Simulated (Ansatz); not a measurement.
The system is Mo, a slab with vacuum.

```
Mo
1.0
     2.84964    0.00000    0.00000
     0.00000    4.03000    0.00000
     0.00000    0.00000   24.97374
Mo
8
Direct
  0.50000 0.50000 0.30032
  0.00000 0.00000 0.35737
  0.50000 0.50000 0.41442
  0.00000 0.00000 0.47147
  0.50000 0.50000 0.52853
  0.00000 0.00000 0.58558
  0.50000 0.50000 0.64263
  0.00000 0.00000 0.69968
```

The cell isn't the ideal one: the (1 1 0) slab of Mo, cut from the database cell, not relaxed.

A run of Ansatz 0.2.0 on this cell left the log below. Logs are shortened: lines on timing, memory, paths and dates and some standing lists are left out, and cuts for length are marked.

```text
Warning: RAYON_NUM_THREADS=4 ignored (pool sized by the plan → 4); use --threads N
Engine: ansatz 0.2.0, aarch64-unknown-linux-gnu
Pseudopotentials: kind: paw
Pseudopotential: Mo, paw, valence charge 14, recommended cutoff 420 eV (normal), Mo.paw.azcp
Functional definition: PBE
  parameter kappa = 0.804
  parameter beta = 0.06672455060314922
  exchange = pbe_x(kappa = kappa, mu = beta*pi^2/3)
  correlation = pbe_c(beta = beta)
Crystal: 8 atoms, lattice volume = 286.800 Å³
Basis set: ecut = 420 eV, 5599 PW (Γ), exchange–correlation on 40×54×360 points (8 copies of the dense FFT grid, shifted against one another)
[... 43 lines left out ...]
  E_vefield    = 0.000000  (∫n·V_field dr)
  E_ewald      = 48899.564625
  E_smearing   = -0.098766  (= −TS)
  E_closure    = 0.000000  (closes the sum)
  Σ components = -39640.783694   (vs F -39640.783694, Δ=0.00e0)
--- Forces (eV/Å), atoms counted from 1 ---
  atom   1  Mo     0.00000000     0.00000000     1.72478918
  atom   2  Mo     0.00000000     0.00000000    -1.01138920
  atom   3  Mo     0.00000000     0.00000000    -0.29059754
  atom   4  Mo     0.00000000     0.00000000    -0.12614428
  atom   5  Mo     0.00000000     0.00000000     0.12614808
  atom   6  Mo     0.00000000     0.00000000     0.29059078
  atom   7  Mo     0.00000000     0.00000000     1.01138804
  atom   8  Mo     0.00000000     0.00000000    -1.72478201
  max |Σ_I F_I| component: 3.07e-6 eV/Å
--- Band table (eV; the first three rows and the last of 20) ---
  k-point 0: bands = ["-53.8876", "-53.8832", "-53.7873", "-53.7537", "-53.6907", "-53.6483", "-53.5953", "-53.5390", "-28.3293", "-28.2632", "-28.1374", "-28.0829", "-28.0817", "-28.0501", "-27.9261", "-27.8932", "-27.8480", "-27.7158", "-27.6994", "-27.6487", "-27.6255", "-27.5925", "-27.5381", "-27.5259", "-27.4737", "-27.3871", "-27.3814", "-27.3223", "-27.3124", "-27.2775", "-27.2409", "-27.2127", "0.5694", "1.4247", "2.3490", "2.5622", "2.9245", "3.0122", "3.5764", "3.7265", "3.7485", "4.1673", "4.5854", "5.0125", "5.1280", "5.1349", "5.6075", "5.6553", "5.6742", "6.0926", "6.2054", "6.3584", "6.4026", "6.4262", "6.6351", "6.7521", "7.2627", "7.3198", "7.4082", "7.5752", "7.6464", "7.9737", "7.9747", "8.1489", "8.2082", "8.6138", "8.6430", "8.8386"]
  k-point 1: bands = ["-53.8790", "-53.8755", "-53.7811", "-53.7522", "-53.6924", "-53.6538", "-53.6016", "-53.5494", "-28.3066", "-28.2767", "-28.2162", "-28.1668", "-28.0911", "-28.0655", "-27.9108", "-27.8298", "-27.7866", "-27.6871", "-27.6559", "-27.6302", "-27.6295", "-27.6101", "-27.5279", "-27.4772", "-27.4703", "-27.4304", "-27.3901", "-27.3333", "-27.2929", "-27.2907", "-27.2733", "-27.2317", "0.8245", "1.6158", "2.5027", "2.5883", "3.0353", "3.1272", "3.3699", "3.6201", "3.7620", "3.8680", "4.5955", "5.0535", "5.5333", "5.5356", "5.6892", "5.8228", "5.8265", "6.1623", "6.2587", "6.3960", "6.4722", "6.5308", "6.5584", "6.6800", "6.8889", "7.1519", "7.3659", "7.4526", "7.5897", "7.7475", "7.9484", "8.4216", "8.4969", "8.6013", "8.6771", "8.8341"]
  k-point 2: bands = ["-53.8578", "-53.8563", "-53.7651", "-53.7490", "-53.6963", "-53.6683", "-53.6158", "-53.5764", "-28.3533", "-28.3056", "-28.2864", "-28.1859", "-28.1525", "-28.0476", "-27.9523", "-27.7876", "-27.6883", "-27.6218", "-27.5962", "-27.5936", "-27.5797", "-27.5679", "-27.5001", "-27.4873", "-27.4614", "-27.4447", "-27.3987", "-27.3649", "-27.3335", "-27.3241", "-27.2990", "-27.2824", "1.5278", "2.1087", "2.5992", "2.8647", "2.9345", "3.1991", "3.3850", "3.4599", "3.5403", "4.2365", "4.9269", "5.2777", "5.4444", "5.5030", "5.7855", "6.0194", "6.3800", "6.4223", "6.4551", "6.4949", "6.4970", "6.6614", "6.7376", "6.7718", "6.7990", "6.9205", "7.0147", "7.1703", "7.7251", "7.7416", "7.9341", "8.1521", "8.2144", "8.4423", "8.7860", "8.8359"]
  k-point 19: bands = ["-53.7694", "-53.7693", "-53.6812", "-53.6807", "-53.6257", "-53.6238", "-53.5532", "-53.5504", "-28.3923", "-28.3731", "-28.3269", "-28.3172", "-28.1930", "-28.1837", "-28.1059", "-28.0874", "-28.0102", "-27.9985", "-27.9108", "-27.8692", "-27.7412", "-27.7189", "-27.7005", "-27.6775", "-27.6005", "-27.5942", "-27.5308", "-27.4994", "-27.4453", "-27.4446", "-27.4131", "-27.3870", "2.7370", "2.8362", "3.4656", "3.5140", "3.7079", "3.7361", "4.2182", "4.2345", "4.4712", "4.5264", "4.7512", "4.7583", "5.2186", "5.2389", "5.6527", "5.6876", "5.8558", "5.8757", "5.9320", "6.0886", "6.2424", "6.3453", "6.7849", "6.9712", "7.0320", "7.0353", "7.8961", "7.9874", "8.2793", "8.3022", "8.4877", "8.5367", "8.9056", "9.0070", "9.7608", "9.7892"]
```

Task: Write the input and the command behind it.

Result: Single point with PBE, no spin polarisation. The files as run (others can give the same):

input.yaml
```yaml
crystal:
  lattice:
    - [2.8496403282, 0.0, 0.0]
    - [0.0, 4.03, 0.0]
    - [0.0, 0.0, 24.9737411486]
  atoms:
    - { symbol: Mo, position: [0.5, 0.5, 0.3003154375] }
    - { symbol: Mo, position: [0.0, 0.0, 0.3573681697] }
    - { symbol: Mo, position: [0.5, 0.5, 0.4144209018] }
    - { symbol: Mo, position: [0.0, 0.0, 0.4714736339] }
    - { symbol: Mo, position: [0.5, 0.5, 0.5285263661] }
    - { symbol: Mo, position: [0.0, 0.0, 0.5855790982] }
    - { symbol: Mo, position: [0.5, 0.5, 0.6426318303] }
    - { symbol: Mo, position: [0.0, 0.0, 0.6996845625] }
hamiltonian:
  xc: pbe
  pseudopotentials: { kind: paw }
kpoints:
  mp_grid: { grid: [9, 7, 1] }
scf:
  occupations: { method: fermi_dirac, width: 0.05 }
output:
  forces: true
  eigenvalues: true
efield:
  axis: 3
  dipole_correction: true
  ramp_width: 0.04
```

Potentials or basis: Ansatz PAW.
Command:
```sh
$ ansatz run input.yaml --threads 4 --pin off --max-ram 11264MiB --backend cpu --events-out ev --progress --plain --runs-dir out
```
